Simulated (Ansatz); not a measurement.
# Ge: a trial structure relaxed

The task: take a trial cell of Ge to zero force and stress.

Program: Ansatz 0.2.0. Level of theory: DFT PBE, scalar-relativistic, plane waves, PAW. These are calculated values, not measurements.

## (1) The system as given

It takes space group Cmmm (No. 65, orthorhombic). Conventional cell: a = 3.737 Å, b = 12.252 Å, c = 3.887 Å, α = 90.00°, β = 90.00°, γ = 90.00°. Ge (site symmetry m2m) has 3 Ge at 2.30 Å as nearest neighbours. Ge (site symmetry m2m) is surrounded by 4 Ge at 2.30 Å.

Structure file:

```
CELL_PARAMETERS angstrom
1.86870 -6.12593 0.00000
1.86870 6.12593 0.00000
0.00000 0.00000 3.88742
ATOMIC_POSITIONS crystal
Ge 0.09403 0.90597 0.50000
Ge 0.90597 0.09403 0.50000
Ge 0.19500 0.80500 0.00000
Ge 0.80500 0.19500 0.00000
```

A structure generator made this guess: 3-, 4-connected net of one element (Cmmm, No. 65). Lengths come from tabulated atomic sizes and are only a guess.

## (2) The guess as it stands, on a coarse mesh

File input.yaml:

```yaml
crystal:
  lattice:
    - [1.86869664, -6.1259343, 0.0]
    - [1.86869664, 6.1259343, 0.0]
    - [0.0, 0.0, 3.88741539]
  atoms:
    - { symbol: Ge, position: [0.09402612, 0.90597388, 0.5] }
    - { symbol: Ge, position: [0.90597388, 0.09402612, 0.5] }
    - { symbol: Ge, position: [0.1949989, 0.8050011, 0.0] }
    - { symbol: Ge, position: [0.8050011, 0.1949989, 0.0] }
basis:
  ecutwfc: 420
kpoints:
  mp_grid: { grid: [6, 6, 4] }
hamiltonian:
  xc: pbe
scf:
  occupations: { method: gaussian, width: 0.1 }
  lower_state_search: "off"
output:
  forces: true
  stress: true
  eigenvalues: true
```

Run with:

```console
$ ansatz run input.yaml --threads 1 --pin off --max-ram 2560MiB --backend cpu --events-out ev --progress --plain --runs-dir out
```

The session goes on with these runs: a loose first relaxation; full relaxation.

Before running it: what results should come out? Wanted: conventional cell; volume; energy over the standard state; gap on the mesh.

As calculated:

| quantity | value |
| --- | --- |
| symmetry at the end (tolerance 0.05 Å) | space group Cmmm (No. 65) |
| conventional cell | a = 3.743 Å, b = 13.382 Å, c = 4.154 Å, α = 90.00°, β = 90.00°, γ = 90.00° |
| volume | 26.01 Å³/atom |
| energy over the standard state | +0.34 eV/atom |
| gap on the mesh | none (metal) |

In words: The space group Cmmm (No. 65) is kept, and the volume per atom grows by 16.9 % from the first guess. It lies above the element's standard state, so it is metastable at best. No finished test with a distortion of lower symmetry is shown, so the end may be a saddle point.
